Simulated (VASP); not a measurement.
# SnTe (Fm-3m) in VASP: band structure with LDA

Aim: the band structure of SnTe with LDA.

Program: VASP 6.6.1. These are calculated values, not measurements. Logs are shortened: lines on timing, memory, paths and dates and some standing lists are left out, and cuts for length are marked.

**Measured values to compare with.**

From a printed reference work, textbook, for a bulk crystal of SnTe at 300 K: band gap 0.18 eV (direct).

How close the calculation comes is told below.

### Step 1. The crystal as given

It takes space group Fm-3m (No. 225, cubic). Conventional cell: a = 6.238 Å, b = 6.238 Å, c = 6.238 Å, α = 90.00°, β = 90.00°, γ = 90.00°. Around Sn (site symmetry m-3m) lie 6 Te at 3.12 Å. Around Te (site symmetry m-3m) lie 6 Sn at 3.12 Å.

### Step 2. Band structure, LDA

INCAR

```
ALGO = Fast
EDIFF = 1E-7
ENCUT = 520
GGA = CA
ISIF = 2
ISMEAR = 0
LASPH = T
LCHARG = F
LREAL = F
LWAVE = F
NELM = 80
PREC = Accurate
SIGMA = 0.02
```

KPOINTS

```
k-points
0
Gamma
  8 8 8
```

POSCAR

```
SnTe                                    
1.0
    0.0000000000      3.1192203136      3.1192203136
    3.1192203136     -0.0000000000      3.1192203136
    3.1192203136      3.1192203136      0.0000000000
  Sn              Te            
     1     1
Direct
     0.0000000000000000    0.0000000000000000    0.0000000000000000
     0.5000000000000000    0.5000000000000000    0.5000000000000000
```

KPOINTS_OPT

```
path GXWKGLUWLK,UX
15
line-mode
reciprocal
 0.0000000000  0.0000000000  0.0000000000  G
 0.5000000000  0.0000000000  0.5000000000  X

 0.5000000000  0.0000000000  0.5000000000  X
 0.5000000000  0.2500000000  0.7500000000  W

 0.5000000000  0.2500000000  0.7500000000  W
 0.3750000000  0.3750000000  0.7500000000  K

 0.3750000000  0.3750000000  0.7500000000  K
 0.0000000000  0.0000000000  0.0000000000  G

 0.0000000000  0.0000000000  0.0000000000  G
 0.5000000000  0.5000000000  0.5000000000  L

 0.5000000000  0.5000000000  0.5000000000  L
 0.6250000000  0.2500000000  0.6250000000  U

 0.6250000000  0.2500000000  0.6250000000  U
 0.5000000000  0.2500000000  0.7500000000  W

 0.5000000000  0.2500000000  0.7500000000  W
 0.5000000000  0.5000000000  0.5000000000  L

 0.5000000000  0.5000000000  0.5000000000  L
 0.3750000000  0.3750000000  0.7500000000  K

 0.6250000000  0.2500000000  0.6250000000  U
 0.5000000000  0.0000000000  0.5000000000  X
```

Potentials or basis: VASP PAW LDA potentials, release 64 (Sn_d, Te).

Command:

```
$ cat potpaw_LDA.64/Sn_d/POTCAR potpaw_LDA.64/Te/POTCAR > POTCAR
$ mpirun -np 1 vasp_std > vasp.out
```

OUTCAR:

```text
EDIFF = 1E-7
   ENCUT = 520
   GGA = CA
   ISIF = 2
   ISMEAR = 0
   LASPH = T
   LREAL = F
   NELM = 80
   PREC = Accurate

 ion  position               nearest neighbor table
   1  0.000  0.000  0.000-   2 3.12   2 3.12   2 3.12   2 3.12   2 3.12   2 3.12
   2  0.500  0.500  0.500-   1 3.12   1 3.12   1 3.12   1 3.12   1 3.12   1 3.12

  LATTYP: Found a face centered cubic cell.
 ALAT       =     6.2384406272

  Lattice vectors:

 A1 = (   0.0000000000,   3.1192203136,   3.1192203136)
 A2 = (   3.1192203136,   0.0000000000,   3.1192203136)
 A3 = (   3.1192203136,   3.1192203136,   0.0000000000)

Analysis of symmetry for initial positions (statically):
=====================================================================
 Subroutine PRICEL returns:
 Original cell was already a primitive cell.

 Routine SETGRP: Setting up the symmetry group for a
 face centered cubic supercell.

 Subroutine GETGRP returns: Found 48 space group operations
 (whereof 48 operations were pure point group operations)
 out of a pool of 48 trial point group operations.

The static configuration has the point symmetry O_h .

Analysis of symmetry for dynamics (positions and initial velocities):
=====================================================================
 Subroutine PRICEL returns:
 Original cell was already a primitive cell.

 Routine SETGRP: Setting up the symmetry group for a
 face centered cubic supercell.

 Subroutine GETGRP returns: Found 48 space group operations
 (whereof 48 operations were pure point group operations)
 out of a pool of 48 trial point group operations.

The dynamic configuration has the point symmetry O_h .

 Subroutine INISYM returns: Found 48 space group operations
 (whereof 48 operations are pure point group operations),
 and found     1 'primitive' translations

----------------------------------------------------------------------------------------

                                     Primitive cell

  volume of cell :      60.6971

  direct lattice vectors                    reciprocal lattice vectors
     0.000000000  3.119220314  3.119220314    -0.160296468  0.160296468  0.160296468
     3.119220314  0.000000000  3.119220314     0.160296468 -0.160296468  0.160296468
     3.119220314  3.119220314  0.000000000     0.160296468  0.160296468 -0.160296468

  length of vectors
     4.411243672  4.411243672  4.411243672     0.277641627  0.277641627  0.277641627

  position of ions in fractional coordinates (direct lattice)
     0.000000000  0.000000000  0.000000000
     0.500000000  0.500000000  0.500000000

  ion indices of the primitive-cell ions
   primitive index   ion index
                 1           1
                 2           2

----------------------------------------------------------------------------------------

 KPOINTS: k-points

Automatic generation of k-mesh.
 Grid dimensions read from file:
 generate k-points for:    8    8    8

 Generating k-lattice:

  Cartesian coordinates                     Fractional coordinates (reciprocal lattice)
    -0.020037059  0.020037059  0.020037059     0.125000000  0.000000000  0.000000000
     0.020037059 -0.020037059  0.020037059     0.000000000  0.125000000  0.000000000
     0.020037059  0.020037059 -0.020037059     0.000000000  0.000000000  0.125000000

  Length of vectors
     0.034705203  0.034705203  0.034705203

  Shift w.r.t. Gamma in fractional coordinates (k-lattice)
     0.000000000  0.000000000  0.000000000

 Subroutine IBZKPT returns following result:
 ===========================================

 Found     29 irreducible k-points:

 Following reciprocal coordinates:
            Coordinates               Weight
  0.000000  0.000000  0.000000      1.000000
  0.125000  0.000000  0.000000      8.000000
  0.250000  0.000000  0.000000      8.000000
  0.375000  0.000000  0.000000      8.000000
  0.500000  0.000000  0.000000      4.000000
  0.125000  0.125000  0.000000      6.000000
[... 16 lines left out ...]
  0.500000  0.250000  0.125000     48.000000
 -0.375000  0.250000  0.125000     24.000000
 [... further k-points ...]
   k-points           NKPTS =     29   k-points in BZ     NKDIM =     29   number of bands    NBANDS=     14
   number of dos      NEDOS =    301   number of ions     NIONS =      2
   total plane-waves  NPLWV =  46656
   dimension x,y,z NGX =    36 NGY =   36 NGZ =   36
   dimension x,y,z NGXF=    72 NGYF=   72 NGZF=   72
   ions per type =               1   1
   NGX,Y,Z   is equivalent  to a cutoff of  13.57, 13.57, 13.57 a.u.
   NGXF,Y,Z  is equivalent  to a cutoff of  27.13, 27.13, 27.13 a.u.
 SYSTEM =  unknown system
   PREC   = accura    normal or accurate (medium, high low for compatibility)
   ISTART =      0    job   : 0-new  1-cont  2-samecut
   ICHARG =      2    charge: 1-file 2-atom 10-const
   ISPIN  =      1    spin polarized calculation?
   LNONCOLLINEAR =      F non collinear calculations
   LSORBIT =      F    spin-orbit coupling
   LASPH  =      T    aspherical Exc in radial PAW
   ENCUT  =  520.0 eV  38.22 Ry    6.18 a.u.   8.20  8.20  8.20*2*pi/ulx,y,z
   NELM   =     80;   NELMIN=  2; NELMDL= -5     # of ELM steps
   EDIFF  = 0.1E-06   stopping-criterion for ELM
   LREAL  =      F    real-space projection
   EDIFFG = 0.1E-05   stopping-criterion for IOM
   NSW    =      0    number of steps for IOM
   IBRION =     -1    ionic relax: 0-MD 1-quasi-New 2-CG
   NFREE  =      0    steps in history (QN), initial steepest desc. (CG)
   ISIF   =      2    stress and relaxation
   ISYM   =      2    0-nonsym 1-usesym 2-fastsym
   POTIM  = 0.5000    time-step for ionic-motion
   TEBEG  =    0.0;   TEEND  =   0.0 temperature during run
   PSTRESS=    0.0 pullay stress
   NELECT =      20.0000    total number of electrons
   NUPDOWN=      -1.0000    fix difference up-down
   EMIN   =  10.00;   EMAX   =-10.00  energy-range for DOS
   EFERMI =   0.00;   METHOD = LEGACY
   ISMEAR =     0;   SIGMA  =   0.02  broadening in eV -4-tet -1-fermi 0-gaus
   EFERMI_NEDOS =   21; number of points for ismear=-14 and -15
   IALGO  =     68    algorithm
   IMIX   =      4    mixing-type and parameters
     AMIX     =   0.40;   BMIX     =  1.00
     AMIX_MAG =   1.60;   BMIX_MAG =  1.00
  volume/ion in A,a.u.               =      30.35       204.80
  Fermi-wavevector in a.u.,A,eV,Ry     =   1.130738  2.136786 17.395990  1.278569
  Thomas-Fermi vector in A             =   2.267436
   LORBIT       =      0    0 simple, 1 ext, 2 COOP (PROOUT), +10 PAW based schemes
   GGA     = CA    functional components
   LHFCALC =     F    Hartree Fock is set to
   AEXX    =    0.0000 exact exchange contribution
   IVDW    =     0    specifies the selected vdW correction
   LEPSILON=     F    determine dielectric tensor
   LRPA    =     F    only Hartree local field effects (RPA)
 non-spin polarized calculation
 RMM-DIIS sequential band-by-band and
 Gauss-broadening in eV      SIGMA  =   0.02
  energy-cutoff  :      520.00
  volume of cell :       60.70
 maximum number of plane-waves:      1660
 NGX is ok and might be reduce to    36
   NGX = 17   NGY = 17   NGZ = 17

 number of electron      19.9999997 magnetization

 Free energy of the ion-electron system (eV)
  ---------------------------------------------------
  ext. energy  EPLUGINS =         0.00000000
  ---------------------------------------------------
  free energy    TOTEN  =        -8.83104284 eV

  energy without entropy =       -8.83104284  energy(sigma->0) =       -8.83104284

 E-fermi :   7.1386     XC(G=0):  -9.8728

 val. band max:        7.0540144747   @ k =   0.5000   0.0000   0.0000
 cond. band min:       7.2609640886   @ k =   0.5000   0.0000   0.0000
 fundamental gap:      0.2069496139
 Fermi energy:         7.1385550592

 k-point     1 :       0.0000    0.0000    0.0000
  band No.  band energies     occupation
      1     -14.6884      2.00000
      2     -14.6884      2.00000
      3     -14.6773      2.00000
      4     -14.6773      2.00000
      5     -14.6773      2.00000
      6      -5.9220      2.00000
      7       2.4518      2.00000
      8       4.9190      2.00000
      9       4.9190      2.00000
     10       4.9190      2.00000
     11      10.4729      0.00000
     12      10.4729      0.00000
     13      10.4729      0.00000
     14      11.8475      0.00000

 k-point     2 :       0.1250    0.0000    0.0000
  band No.  band energies     occupation
      1     -14.6891      2.00000
      2     -14.6891      2.00000
      3     -14.6770      2.00000
      4     -14.6763      2.00000
      5     -14.6763      2.00000
      6      -5.7843      2.00000
      7       1.6877      2.00000
      8       4.9434      2.00000
      9       4.9434      2.00000
     10       5.4558      2.00000
     11       9.7794      0.00000
     12       9.7794      0.00000
     13       9.8134      0.00000
     14      11.7617      0.00000

 k-point     3 :       0.2500    0.0000    0.0000
  band No.  band energies     occupation
      1     -14.6912      2.00000
      2     -14.6912      2.00000
      3     -14.6764      2.00000
      4     -14.6736      2.00000
      5     -14.6736      2.00000
      6      -5.3951      2.00000
      7       0.3375      2.00000
      8       5.0319      2.00000
      9       5.0319      2.00000
     10       6.1690      2.00000
     11       8.6551      0.00000
     12       8.6551      0.00000
     13       8.7399      0.00000
     14      12.1950      0.00000
[... 324 lines left out ...]
 k-point    23 :       0.5000    0.2500    0.1250
  band No.  band energies     occupation
      1     -14.6983      2.00000
      2     -14.6902      2.00000
      3     -14.6758      2.00000
      4     -14.6706      2.00000
      5     -14.6687      2.00000
      6      -4.6132      2.00000
      7      -0.6563      2.00000
      8       3.2069      2.00000
      9       4.0446      2.00000
     10       5.8823      2.00000
     11       8.0047      0.00000
     12       9.6903      0.00000
     13      10.8623      0.00000
     14      11.9744      0.00000

 k-point    24 :      -0.3750    0.2500    0.1250
  band No.  band energies     occupation
      1     -14.6986      2.00000
      2     -14.6914      2.00000
      3     -14.6740      2.00000
      4     -14.6715      2.00000
      5     -14.6677      2.00000
      6      -4.3625      2.00000
      7      -1.0344      2.00000
      8       3.2210      2.00000
      9       3.6203      2.00000
     10       6.1807      2.00000
     11       7.5632      0.00000
     12      10.0724      0.00000
     13      10.7668      0.00000
     14      13.1138      0.00000

 [... further k-points ...]

------------------------ aborting loop because EDIFF is reached ----------------------------------------

  FORCE on cell =-STRESS in cart. coord.  units (eV):
  Direction    XX          YY          ZZ          XY          YZ          ZX
  --------------------------------------------------------------------------------------
  -------------------------------------------------------------------------------------
  Total       -0.0133460     -0.0133460     -0.0133460     -0.0000000      0.0000000     -0.0000000
  in kB       -0.3522848     -0.3522848     -0.3522848     -0.0000000      0.0000000     -0.0000000
  external PRESSURE =      -0.3522848 kB  Pullay stress =       0.0000000 kB

 VOLUME and BASIS-vectors are now :
 -----------------------------------------------------------------------------
  energy-cutoff  :      520.00
  volume of cell :       60.70
      direct lattice vectors                 reciprocal lattice vectors
     0.000000000  3.119220314  3.119220314    -0.160296468  0.160296468  0.160296468
     3.119220314  0.000000000  3.119220314     0.160296468 -0.160296468  0.160296468
     3.119220314  3.119220314  0.000000000     0.160296468  0.160296468 -0.160296468

 POSITION                                       TOTAL-FORCE (eV/Angst)
 -----------------------------------------------------------------------------------
      0.00000      0.00000      0.00000        -0.000000      0.000000     -0.000000
      3.11922      3.11922      3.11922         0.000000     -0.000000      0.000000
 -----------------------------------------------------------------------------------
    total drift:                               -0.000000      0.000000      0.000000

  FREE ENERGIE OF THE ION-ELECTRON SYSTEM (eV)
  ---------------------------------------------------
  free  energy   TOTEN  =        -8.8310428372 eV

  energy  without entropy=       -8.8310428372  energy(sigma->0) =       -8.83104284
```

It took 2.2 min on 1 thread of Intel Xeon Platinum 8375C at 2.90GHz (Ice Lake), shared host; peak memory 0.19 GiB.

Results:

```
Free energy             : -8.8310 eV
Pressure                : 0.0 GPa
Band gap on the k mesh  : 0.21 eV, direct
Band gap along the path : 0.07 eV, indirect (least direct gap 0.16 eV)
```

Levels at the corners of the path, in eV from the valence-band top:
```tsv
point	band 8	band 9	band 10	band 11	band 12	band 13
Γ	-2.14	-2.14	-2.14	3.42	3.42	3.42
X	-5.71	-3.80	-3.80	2.13	5.07	5.07
X	-5.71	-3.80	-3.80	2.13	5.07	5.07
W	-4.94	-4.94	-0.74	0.87	4.67	4.67
W	-4.94	-4.94	-0.74	0.87	4.67	4.67
K	-5.30	-3.29	-2.73	3.13	3.16	4.24
K	-5.30	-3.29	-2.73	3.13	3.16	4.24
Γ	-2.14	-2.14	-2.14	3.42	3.42	3.42
Γ	-2.14	-2.14	-2.14	3.42	3.42	3.42
L	-1.77	-1.77	0.00	0.21	0.36	0.36
L	-1.77	-1.77	0.00	0.21	0.36	0.36
U	-5.30	-3.29	-2.73	3.13	3.16	4.24
U	-5.30	-3.29	-2.73	3.13	3.16	4.24
W	-4.94	-4.94	-0.74	0.87	4.67	4.67
W	-4.94	-4.94	-0.74	0.87	4.67	4.67
L	-1.77	-1.77	0.00	0.21	0.36	0.36
L	-1.77	-1.77	0.00	0.21	0.36	0.36
K	-5.30	-3.29	-2.73	3.13	3.16	4.24
U	-5.30	-3.29	-2.73	3.13	3.16	4.24
X	-5.71	-3.80	-3.80	2.13	5.07	5.07
```

Caveat: spin-orbit coupling is left out, which moves the levels of the heavy elements; the mesh misses the band edges, which the band path finds closer together.

### Step 3. Against experiment

Step 2. Measured direct gap of SnTe: 0.18 eV (direct; 300 K; a printed reference work, textbook). This calculation gives 0.16 eV (-0.02 eV). Spin-orbit coupling on Sn, Te is left out. The value is that of LDA, without temperature or zero-point motion. Semilocal functionals fall short of measured gaps as a rule.
